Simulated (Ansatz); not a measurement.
# Be16H: the cost of one run

All numbers below are computed with Ansatz 0.2.0 (DFT LDA, plane waves, PAW, scalar-relativistic, no spin polarisation).

### 1 The system as given

The cell holds 17 atoms (Be16H): a = 4.580 Å, b = 4.580 Å, c = 16.383 Å, α = 90.00°, β = 90.00°, γ = 60.00°.

As a file:

```
Be H
1.0
     4.58000    0.00000    0.00000
     2.29000    3.96640    0.00000
     0.00000    0.00000   16.38265
Be H
16 1
Direct
  0.83333 0.33333 0.06104
  0.33333 0.33333 0.06104
  0.83333 0.83333 0.06104
  0.33333 0.83333 0.06104
  0.00000 0.00000 0.17056
  0.50000 0.00000 0.17056
  0.00000 0.50000 0.17056
  0.50000 0.50000 0.17056
  0.83333 0.33333 0.28008
  0.33333 0.33333 0.28008
  0.83333 0.83333 0.28008
  0.33333 0.83333 0.28008
  0.00000 0.00000 0.38960
  0.50000 0.00000 0.38960
  0.00000 0.50000 0.38960
  0.50000 0.50000 0.38960
  0.86459 0.29151 0.42561
```

### 2 End point A

Input file input.yaml:

```yaml
crystal:
  lattice:
    - [4.58, 0.0, 0.0]
    - [2.29, 3.966396, 0.0]
    - [0.0, 0.0, 16.382645]
  atoms:
    - { symbol: Be, position: [-0.1666667, 0.3333333, 0.0610402] }
    - { symbol: Be, position: [0.3333333, 0.3333333, 0.0610402] }
    - { symbol: Be, position: [-0.1666667, 0.8333333, 0.0610402] }
    - { symbol: Be, position: [0.3333333, 0.8333333, 0.0610402] }
    - { symbol: Be, position: [0.0, 0.0, 0.1705595] }
    - { symbol: Be, position: [0.5, 0.0, 0.1705595] }
    - { symbol: Be, position: [0.0, 0.5, 0.1705595] }
    - { symbol: Be, position: [0.5, 0.5, 0.1705595] }
    - { symbol: Be, position: [-0.1666667, 0.3333333, 0.2800787] }
    - { symbol: Be, position: [0.3333333, 0.3333333, 0.2800787] }
    - { symbol: Be, position: [-0.1666667, 0.8333333, 0.2800787] }
    - { symbol: Be, position: [0.3333333, 0.8333333, 0.2800787] }
    - { symbol: Be, position: [0.0, 0.0, 0.389598] }
    - { symbol: Be, position: [0.5, 0.0, 0.389598] }
    - { symbol: Be, position: [0.0, 0.5, 0.389598] }
    - { symbol: Be, position: [0.5, 0.5, 0.389598] }
    - { symbol: H, position: [0.8645853, 0.2915141, 0.4256117] }
basis:
  ecutwfc: 420.0
kpoints:
  mp_grid: { grid: [5, 5, 1] }
hamiltonian:
  xc: lda
scf:
  occupations: { method: gaussian, width: 0.15 }
  lower_state_search: "off"
relax:
  f_tol: 0.03
  max_steps: 60
  adjacent_minimum: "off"
  constraints: [{ sites: [0, 1, 2, 3] }]
output:
  write_density: true
  write_potential: true
  elf: true
  volumetric_format: npy
```

Run with:

```console
$ ansatz run input.yaml --threads 1 --pin off --max-ram 3072MiB --backend cpu --events-out ev --progress --plain --runs-dir out
```

**Question.** How long does this run take on 1 thread of Arm Neoverse V1, shared host, and how much memory does it need?

About 47 s, with a peak of 0.42 GiB.
